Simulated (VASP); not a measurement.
# Settings for Au: relaxation of the cell

Au, Fm-3m (no. 225), 1 atom in the cell. PBE; PAW potentials Au (PBE set). VASP 6.6.1. The cell is changed on purpose: volume scaled by 1.06.

Wanted: cell volume within 0.05 %; lattice lengths within 0.03 %; shortest distances from each atom, periodic images included within 0.002 Å.

What the run is for: cell; Accuracy asked: tight.

The series start from Plane-wave cutoff (eV): 340; Smearing width (eV): 0.1; k-point mesh: 12 × 12 × 12; Relaxation passes: 2; Ionic threshold (EDIFFG): -0.005; Electronic threshold (eV): 1e-6; Precision mode (PREC): Accurate; Relaxation algorithm: IBRION=2 POTIM=0.5. Each series keeps the choices made before it, and each single choice may use up half of a tolerance. Times cover all steps of a run.

## Plane-wave cutoff (eV)

| Plane-wave cutoff (eV) | Cell volume (Å³) | Lattice lengths, largest deviation against the largest value | Shortest distances from each atom, periodic images included, largest deviation (Å) | Time (s) |
|---|---|---|---|---|
| 230 | 17.53 | 0.83 % | 0.0244 | 27 |
| 260 | 17.97 | 0.0027 % | 0.0001 | 30 |
| 300 | 17.88 | 0.18 % | 0.0052 | 38 |
| 340 | 17.87 | 0.2 % | 0.0058 | 30 |
| 400 | 17.96 | 0.02 % | 0.0006 | 49 |
| 480 | 17.96 | 0.015 % | 0.0004 | 48 |
| 600 | 17.97 | 0.0071 % | 0.0002 | 54 |
| 650 (reference) | 17.97 | 0 % | 0.0000 | 53 |

Chosen: 600, the loosest value from which every tighter one stays within half of the tolerance.

## Smearing width (eV)

| Smearing width (eV) | Cell volume (Å³) | Lattice lengths, largest deviation against the largest value | Shortest distances from each atom, periodic images included, largest deviation (Å) | Time (s) |
|---|---|---|---|---|
| 0.4 | 17.96 | 0.0068 % | 0.0002 | 47 |
| 0.3 | 17.96 | 0.0024 % | 0.0001 | 53 |
| 0.2 | 17.97 | 0.0051 % | 0.0001 | 55 |
| 0.15 | 17.97 | 0.0082 % | 0.0002 | 57 |
| 0.1 | 17.97 | 0.0058 % | 0.0002 | 54 |
| 0.05 (reference) | 17.97 | 0 % | 0.0000 | 57 |

Chosen: 0.4.

## k-point mesh

| k-point mesh | Cell volume (Å³) | Lattice lengths, largest deviation against the largest value | Shortest distances from each atom, periodic images included, largest deviation (Å) | Time (s) |
|---|---|---|---|---|
| 5 × 5 × 5 | 17.88 | 0.1 % | 0.0030 | 22 |
| 6 × 6 × 6 | 18.07 | 0.24 % | 0.0072 | 27 |
| 8 × 8 × 8 | 18.04 | 0.19 % | 0.0056 | 36 |
| 10 × 10 × 10 | 18 | 0.12 % | 0.0034 | 40 |
| 12 × 12 × 12 | 17.96 | 0.045 % | 0.0013 | 47 |
| 15 × 15 × 15 (reference) | 17.94 | 0 % | 0.0000 | 78 |

Chosen: 15 × 15 × 15; the next looser run is off by more than half of the tolerance, so convergence isn't shown beyond this value.

## Relaxation passes

| Relaxation passes | Cell volume (Å³) | Lattice lengths, largest deviation against the largest value | Shortest distances from each atom, periodic images included, largest deviation (Å) | Time (s) |
|---|---|---|---|---|
| 1 | 17.94 | 0 % | 0.0000 | 74 |
| 2 | 17.94 | 0 % | 0.0000 | 78 |
| 3 (reference) | 17.94 | 0 % | 0.0000 | 97 |

Chosen: 1.

## Ionic threshold (EDIFFG)

| Ionic threshold (EDIFFG) | Cell volume (Å³) | Lattice lengths, largest deviation against the largest value | Shortest distances from each atom, periodic images included, largest deviation (Å) | Time (s) |
|---|---|---|---|---|
| -0.05 | 17.94 | 0 % | 0.0000 | 61 |
| -0.02 | 17.94 | 0 % | 0.0000 | 54 |
| -0.01 | 17.94 | 0 % | 0.0000 | 69 |
| -0.005 | 17.94 | 0 % | 0.0000 | 74 |
| -0.002 (reference) | 17.94 | 0 % | 0.0000 | 64 |

Chosen: -0.05.

## Electronic threshold (eV)

| Electronic threshold (eV) | Cell volume (Å³) | Lattice lengths, largest deviation against the largest value | Shortest distances from each atom, periodic images included, largest deviation (Å) | Time (s) |
|---|---|---|---|---|
| 0.0001 | 18 | 0.12 % | 0.0035 | 40 |
| 1e-5 | 17.93 | 0.011 % | 0.0003 | 55 |
| 1e-6 | 17.94 | 0.00034 % | 0.0000 | 61 |
| 1e-7 (reference) | 17.94 | 0 % | 0.0000 | 61 |

Chosen: 1e-6.

## Precision mode (PREC)

| Precision mode (PREC) | Cell volume (Å³) | Lattice lengths, largest deviation against the largest value | Shortest distances from each atom, periodic images included, largest deviation (Å) | Time (s) |
|---|---|---|---|---|
| Normal | 17.94 | 0.00034 % | 0.0000 | 44 |
| Accurate (reference) | 17.94 | 0 % | 0.0000 | 61 |

Chosen: Normal.

## Relaxation algorithm

| Relaxation algorithm | Cell volume (Å³) | Lattice lengths, largest deviation against the largest value | Shortest distances from each atom, periodic images included, largest deviation (Å) | Time (s) |
|---|---|---|---|---|
| IBRION=2 POTIM=0.5 | 17.94 | 0 % | 0.0000 | 44 |
| IBRION=2 POTIM=0.2 | 17.93 | 0.0089 % | 0.0003 | 37 |
| IBRION=1 POTIM=0.5 | 17.94 | 0.0054 % | 0.0002 | 52 |
| IBRION=1 POTIM=0.2 | 17.93 | 0.0089 % | 0.0003 | 44 |

Chosen: IBRION=2 POTIM=0.5; no other choice that stays within half of the tolerance saves 30 % of the time.

## All choices together

| Input | Cell volume (Å³) | Lattice lengths, largest deviation against the largest value | Shortest distances from each atom, periodic images included, largest deviation (Å) | Time (s) |
|---|---|---|---|---|
| the program's defaults (naive) | 17.65 | 0.54 % | 0.0160 | 6.1 |
| chosen settings | 17.94 | 0.01 % | 0.0003 | 44 |
| reference settings throughout | 17.94 | 0 % | 0.0000 | 132 |

The chosen settings stay within the tolerance of the reference run, but the reference itself isn't shown to be converged in: k-point mesh.

Values of the reference run: Lattice lengths: 2.939, 2.939, 2.939 Å; Shortest distances from each atom, periodic images included: 2.939, 2.939, 2.939, 2.939 Å.

## The input

INCAR.step1:
```
ALGO = Normal ; EDIFF = 1E-6
EDIFFG = -0.05 ; ENCUT = 600
GGA = PE ; GGA_COMPAT = False
IBRION = 2 ; ISIF = 3
ISMEAR = 1 ; LASPH = True
LCHARG = False ; LREAL = False
LWAVE = False ; NELM = 120
NELMIN = 4 ; NSW = 80
POTIM = 0.5 ; PREC = Normal
SIGMA = 0.4
```

INCAR.step2, as INCAR.step1 but for:
```
- EDIFFG = -0.05
- IBRION = 2
- ISIF = 3
- NELMIN = 4
- NSW = 80
- POTIM = 0.5
+ ISIF = 2
```

KPOINTS:
```
Automatic mesh
0
Gamma
  15 15 15
  0 0 0
```

POSCAR.step1:
```
Au
1.0
    0.0000000000      2.0749120936      2.0749120936
    2.0749120936      0.0000000000      2.0749120936
    2.0749120936      2.0749120936      0.0000000000
Au
1
Direct
    0.0000000000      0.0000000000      0.0000000000
```

Commands (each step's output is kept before the next begins):
```
cat potpaw_PBE.64/Au/POTCAR > POTCAR
cp INCAR.step1 INCAR
cp POSCAR.step1 POSCAR
mpirun -np 1 vasp_std > vasp.out
cp CONTCAR POSCAR
cp INCAR.step2 INCAR
mpirun -np 1 vasp_std > vasp.out
```

The chosen input took VASP 6.6.1 44 s on 1 core (Intel Xeon Platinum 8259CL @ 2.50GHz (Skylake/Cascade Lake)), a shared host.
